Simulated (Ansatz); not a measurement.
Crystal: BaTiO3.

```
Ba Ti O
1.0
     4.00600    0.00000    0.00000
     0.00000    4.00600    0.00000
     0.00000    0.00000    4.00600
Ba Ti O
1 1 3
Direct
  0.50000 0.50000 0.50000
  0.00000 0.00000 0.00000
  0.00000 0.00000 0.50000
  0.00000 0.50000 0.00000
  0.50000 0.00000 0.00000
```

| Property | Result |
| --- | --- |
| Program | Ansatz 0.2.0 |
| Task | single point |
| Functional | PBEsol |
| Potentials or basis | all-electron LAPW, scalar-relativistic |
| Cutoff | 388 eV (chosen from the basis error) |
| Basis error allowed | 0.001 eV/atom |
| k mesh | 7 × 7 × 7 |
| Occupations | fermi-dirac, width 0.05 eV |
| Spin | no spin polarisation |

On this cell: pressure -4.6 GPa; largest force zero by symmetry; band gap on the k mesh 1.82 eV, indirect (least direct gap 1.86 eV).

The same run follows on a disturbed copy (atoms moved at random, drawn with an rms of 0.05 Å):

```
Ba Ti O
1.0
     4.00600    0.00000    0.00000
     0.00000    4.00600    0.00000
     0.00000    0.00000    4.00600
Ba Ti O
1 1 3
Direct
  0.49958 0.49322 0.50628
  0.00007 0.99796 0.98907
  0.00338 0.00764 0.49317
  0.00026 0.49397 0.00679
  0.50262 0.99346 0.00855
```

What does the disturbed cell give?

The energy moves by +7.0 meV/atom; pressure -4.6 GPa; largest force 0.735 eV/Å; band gap on the k mesh 1.82 eV, indirect (least direct gap 1.87 eV).

Forces in eV/Å, atoms in the order of the input:
```
Ba   0.031  0.094 -0.288
Ti  -0.057  0.052  0.244
O   -0.025 -0.269  0.683
O    0.033  0.134 -0.304
O    0.017 -0.011 -0.335
```

Stress tensor (GPa, compression positive):
```
-4.54  0.02  0.03
 0.02 -4.50 -0.03
 0.03 -0.03 -4.72
```

Caveats: spin-orbit coupling is left out, which moves the levels of the heavy elements; an odd mesh through Γ misses points on the zone boundary, where band edges often lie.
